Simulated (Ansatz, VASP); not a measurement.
# Sb: VASP beside Ansatz

```xyz
2
Lattice="2.1542 1.2437 3.7580 -2.1542 1.2437 3.7580 0.0000 -2.4875 3.7580" Properties=species:S:1:pos:R:3 pbc="T T T"
Sb    0.0000    0.0000    8.6416
Sb    0.0000    0.0000    2.6324
```

Alike in both runs: functional r2SCAN; k mesh 4 × 4 × 4; occupations fermi-dirac, width 0.05 eV; no spin polarisation.

```csv
,VASP,Ansatz
version,VASP 6.6.1,Ansatz 0.2.0
potentials or method,"VASP PAW PBE potentials, release 64 (Sb)",Ansatz PAW
plane-wave cutoff (eV),520,500
valence electrons in the cell,10,30
task,single point,band structure
```

|  | VASP | Ansatz | Ansatz less VASP |
| --- | --- | --- | --- |
| gap on the k mesh at the Fermi level (eV) | 0.25 | 0.23 | -0.015 |
| least direct gap on the mesh (eV) | 0.31 | 0.34 | +0.029 |
| pressure (GPa) | 1.9 | 1.8 | -0.11 |
| largest component of the traceless stress (GPa) | 0.60 | 0.55 | -0.051 |
| rms of the force components (eV/Å) | 0.098 | 0.124 | +0.0255 |

Atom by atom the forces differ by 0.025 eV/Å (rms over components). The two sets of potentials don't hold the same shells in valence.

Caveats: the k mesh is coarse (spacing up to 0.44 Å⁻¹), so the values aren't converged; spin-orbit coupling is left out, which moves the levels of the heavy elements; the PAW data sets were made with another functional, which shifts forces and pressure a little (VASP); the k mesh misses the band edges, so the gap on the mesh is wider than the one along the path (Ansatz); the PAW data sets come from PBE, with cores solved anew for the run's functional, which leaves a small shift of forces and pressure (Ansatz).
